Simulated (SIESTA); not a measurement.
# Al in SIESTA: convergence with EnergyShift

Input of the first run (EnergyShift 0.05); the others differ in this setting and in those tied to it:

The input Al.fdf:

```
SystemName                      Al
SystemLabel                     Al
NumberOfSpecies                 1
NumberOfAtoms                   1
%block ChemicalSpeciesLabel
  1  13 Al
%endblock ChemicalSpeciesLabel

LatticeConstant                 1.0 Ang
%block LatticeVectors
    -1.6989500000     1.5643060000     1.6007980000
     1.6309530000    -1.5829090000     1.5514040000
     1.6603660000     1.5443250000    -1.6194010000
%endblock LatticeVectors
AtomicCoordinatesFormat         Fractional
%block AtomicCoordinatesAndAtomicSpecies
    -0.0006930000     0.0123870000     0.0058490000  1  Al
%endblock AtomicCoordinatesAndAtomicSpecies

%block kgrid.MonkhorstPack
    9   0   0  0.0
    0   9   0  0.0
    0   0   9  0.0
%endblock kgrid.MonkhorstPack
XC.Functional                   GGA
XC.Authors                      PBEsol
PAO.BasisSize                   DZP
PAO.EnergyShift                 0.05 Ry
Mesh.Cutoff                     500 Ry
OccupationFunction              FD
ElectronicTemperature           0.05 eV
MaxSCFIterations                120
SCF.MustConverge                false
SCF.Mixer.Method                Pulay
SCF.Mixer.Weight                0.25
SCF.Mixer.History               8
SCF.DM.Tolerance                5.0e-05
SCF.H.Tolerance                 1.0e-03 eV
WriteForces                     true
Charge.Mulliken                 end
```

Potentials or basis: PseudoDojo 0.4 standard (PBEsol files), DZP (energy shift 0.05 Ry).

Launch:

```bash
$ siesta < Al.fdf > Al.out 2>&1
```

The cell isn't the ideal one: cell strained at random at fixed volume.

This isn't the form of Al at room conditions, which is fcc.

Hardware: 1 thread of Intel(R) Xeon(R) 6975P-C (Granite Rapids) (shared host).

| EnergyShift | energy less the tightest run, at zero smearing (meV/atom) | pressure (GPa) | SCF cycles | CPU time (s) | peak memory (GiB) |
| --- | --- | --- | --- | --- | --- |
| 0.05 | 17.32 | 0.82 | 5 | 3.7 | 0.18 |
| 0.03 | 5.34 | 3.36 | 4 | 4.4 | 0.18 |
| 0.02 | 22.10 | 4.15 | 5 | 6.5 | 0.19 |
| 0.01 | 32.91 | 2.51 | 5 | 9.3 | 0.2 |
| 0.005 | 13.11 | 2.16 | 5 | 16 | 0.22 |
| 0.003 | 5.26 | 2.63 | 6 | 23 | 0.23 |
| 0.002 | 3.36 | 2.85 | 6 | 25 | 0.24 |
| 0.001 | 0.00 | 2.97 | 6 | 25 | 0.24 |

Not settled before the last step: the energy (to 1 meV/atom), the pressure (to 0.1 GPa). The tightest run that finished is the yardstick and may itself not be fully converged.

Caveat, for the tightest run too: the basis of atomic orbitals isn't converged, which shifts pressures, moduli and gaps.
